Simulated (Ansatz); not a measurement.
# MgS: phonon heat capacity and phonon entropy against temperature

Harmonic vibrational free energy, entropy and heat capacity at constant volume, per atom, from the force constants of a q mesh, imaginary modes left out; plane waves with PAW datasets, Gamma-centred k mesh. The results are calculated, by Ansatz 0.2.0.

Structure of every row (space group Fm-3m, No. 225):
```
cell vectors (Å)
   0.0000     2.6149     2.6149
   2.6149     0.0000     2.6149
   2.6149     2.6149     0.0000
atoms (fractions of the cell vectors)
Mg  0.50000  0.50000  0.50000
S   0.00000  0.00000  0.00000
```

Settings of every row: functional PBE; dispersion none; spin none; wave cutoff 420 eV; k mesh 8x8x8; occupations fixed; smearing width 0 eV; pressure 0 GPa; phonon method linear response; q mesh 4x4x4.

Limits: the cell comes from a prototype or a list of computed structures and needn't be the stable phase.

```csv
row,temperature (K),phonon heat capacity (kB/atom),phonon entropy (kB/atom),phonon free energy (meV/atom)
1,200,2.44,2.117,26
2,300,2.728,3.17,3
3,400,2.842,3.973,-28
4,500,2.897,4.614,-65.1
5,600,2.928,5.145,-107.2
6,700,2.947,5.598,-153.5
7,800,?,?,?
8,900,2.968,6.341,-256.7
9,1000,2.974,6.654,-312.7
```

Question: what phonon heat capacity and phonon entropy should row 7 give?

Worked fit of phonon heat capacity. At high temperature a harmonic heat capacity falls short of its limit by a term in 1/T², so take t = (100 K / T)². The shown rows have t = 0.25, 0.11111, 0.0625, 0.04, 0.02778, 0.02041, 0.01235, 0.01. Least squares give phonon heat capacity = 2.9998 − 2.6176 × t + 1.515 × t² kB/atom; a straight line predicts inner rows, each left out in turn, worse (root mean square 0.0086 against 0.00052 kB/atom). The rows lie off it by 0.000, 0.000, 0.000, -0.001, 0.000, 0.000, 0.000, 0.000. The constant, 2.9998 kB/atom, is to be held against the harmonic limit of 3 k_B an atom. The withheld row has t = 0.01562, so the fit gives 2.9998 − 2.6176 × (0.01562) + 1.515 × (0.01562)² = 2.959 kB/atom.

The calculation gave 2.959 kB/atom. The fit meets it to the printed digit.

Worked fit of phonon entropy. Entropy rises as the heat capacity times the change of ln T, so take t = ln(T / 300 K). The shown rows have t = -0.4055, 0, 0.2877, 0.5108, 0.6931, 0.8473, 1.0986, 1.204. Least squares give phonon entropy = 3.1858 + 2.71502 × t + 0.14327 × t² kB/atom; a straight line predicts inner rows, each left out in turn, worse (root mean square 0.035 against 0.012 kB/atom). The rows lie off it by 0.009, -0.016, -0.006, 0.004, 0.009, 0.009, 0.000, -0.008 (root mean square 0.0088 kB/atom), a smooth pattern that one more power would take up: the form is only approximate. The slope at t = 0, 2.72 kB/atom, estimates the heat capacity at 300 K. The withheld row has t = 0.9808, so the fit gives 3.1858 + 2.71502 × (0.9808) + 0.14327 × (0.9808)² = 5.987 kB/atom.

The calculation gave 5.992 kB/atom. The fit lies 0.005 kB/atom (0.11 % of the column's range) below it; its largest miss of a shown row is 0.016 kB/atom.

The other values of row 7: phonon free energy -203.5 meV/atom.
